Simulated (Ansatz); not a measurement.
# BiTe: compression at zero temperature

The task here is to estimate one member of a computed series from the others.

Program: Ansatz 0.2.0. Level of theory: DFT PBE, scalar-relativistic, plane waves, PAW. These are calculated values, not measurements.

1 further run of the same task is left out (set aside as unsound or not needed).

## The structure to begin with

The structure is cubic, space group Fm-3m (No. 225). Conventional cell: a = 6.502 Å, b = 6.502 Å, c = 6.502 Å, α = 90.00°, β = 90.00°, γ = 90.00°. Around Bi (site symmetry m-3m) lie 6 Te at 3.25 Å. Te (site symmetry m-3m) has 6 Bi at 3.25 Å in its first shell of neighbours.

Coordinates:

```
CELL_PARAMETERS angstrom
0.00000 3.25119 3.25119
3.25119 0.00000 3.25119
3.25119 3.25119 0.00000
ATOMIC_POSITIONS crystal
Bi 0.00000 0.00000 0.00000
Te 0.50000 0.50000 0.50000
```

This cell was relaxed beforehand with the same method: volume 34.37 Å³/atom, gap on the mesh none (metal).

The first run:

The input, input.yaml:

```yaml
crystal:
  lattice:
    - [0.0, 3.2617381442, 3.2617381442]
    - [3.2617381442, 0.0, 3.2617381442]
    - [3.2617381442, 3.2617381442, 0.0]
  atoms:
    - { symbol: Bi, position: [0.0, 0.0, 0.0] }
    - { symbol: Te, position: [0.5, 0.5, 0.5] }
basis:
  ecutwfc: 420
kpoints:
  mp_grid: { grid: [12, 12, 12] }
hamiltonian:
  xc: pbe
scf:
  occupations: { method: gaussian, width: 0.1 }
output:
  forces: true
  stress: true
  eigenvalues: true
relax:
  adjacent_minimum: "off"
  f_tol: 0.008
  max_steps: 50
  cell: { stress_tol: 0.08, p_target: -1.0 }
```

The run is started by

```sh
ansatz run input.yaml --threads 1 --pin off --max-ram 2560MiB --backend cpu --events-out ev --progress --plain --runs-dir out
```

Among the steps run: Relaxing at -1 GPa; Target pressure 1 GPa; Relaxing at 4 GPa; 12 GPa; Relaxing at 25 GPa; Relaxing at 50 GPa; Relaxing at 90 GPa.

One table of the session follows, with a row left open; its other results are not shown here.

Lengths are those of the vectors of the cell that was run:

```
P (GPa)  V (Å³/atom)  a (Å)  b (Å)  c (Å)  ΔH (eV/atom)
     -1        35.15  4.632  4.632  4.632        -0.217
      0        34.37  4.598  4.598  4.598         0.000
      1        33.67  4.567  4.567  4.567         0.212
      4        31.97  4.488  4.488  4.488         0.826
     12            ?      ?      ?      ?             ?
     25        25.98  4.189  4.189  4.189         4.559
     50        22.74  4.007  4.007  4.007         8.334
     90        19.84  3.829  3.829  3.829        13.624
```

Estimate the missing values for P (GPa) = 12.

Worked estimate for «V (Å³/atom)». A straight line through the neighbours (4, 31.97) and (25, 25.98) gives 31.97 + (25.98 − 31.97) × (12 − 4) / (25 − 4) = 29.69; a parabola fitted to 4 rows on both sides gives 29.44.

**Answer.** V (Å³/atom): 28.95; a (Å): 4.342; b (Å): 4.342; c (Å): 4.342; ΔH (eV/atom): 2.340. In «V (Å³/atom)» the line misses by +0.74 and the parabola by +0.49.

ΔH is E + PV over the energy at zero pressure; a, b and c are the vectors of the computed cell. 
